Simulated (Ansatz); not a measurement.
# Se: stiffness from a series of strains

```xyz
6
Lattice="5.6810 3.2799 1.4763 -5.6810 3.2799 1.4763 0.0000 -6.5599 1.4763" Properties=species:S:1:pos:R:3 pbc="T T T"
Se    0.6712   -4.5696    2.0098
Se    3.6218    2.8661    2.0098
Se   -4.2930    1.7035    2.0098
Se   -0.6712    4.5696    2.4192
Se   -3.6218   -2.8661    2.4192
Se    4.2930   -1.7035    2.4192
```

Atom numbers follow the list: Se1, Se2, Se3, Se4, Se5, Se6.

The cell is COD entry 9013138, as deposited and not checked against the literature; nothing was relaxed.

Theory: Ansatz 0.2.0, DFT, PBE, all-electron LAPW, scalar-relativistic.

Sampling and basis: a Γ-centred 6×6×6 k mesh, Fermi–Dirac smearing of 0.01 eV, basis error target 1 meV/atom, no spin polarisation.

The strain is applied along the Cartesian axes of the cell as listed (γ is the engineering shear, twice εxy = εyz = εzx). Fractional coordinates are held (clamped ions).

σ is the change of stress from the unstrained cell, which is at 2.68 GPa; tension is positive, so slopes are stress–strain coefficients at that pressure.

Only quantities that a quadratic follows smoothly over the whole series are listed; rougher ones are left out.

```tsv
γ	σxy (GPa)	σyz (GPa)
-0.0300	-1.09	-0.51
-0.0100	-0.37	-0.16
0.0000	0.00	0.00
0.0100	0.37	0.15
0.0200	0.74	0.29
0.0300	1.11	0.41
```

Question: Fit the series and read off the stiffness at zero strain.

Answer: Least-squares fits y = p0 + p1 x + p2 x² to the rows give σxy (GPa): p1 = 36.7, p2 = 12; σyz (GPa): p1 = 15.4, p2 = -56.

Question: One run, at γ = -0.0200, is withheld. Predict its row.

Answer: The fits give -0.73, -0.33; the run gave -0.73, -0.33.
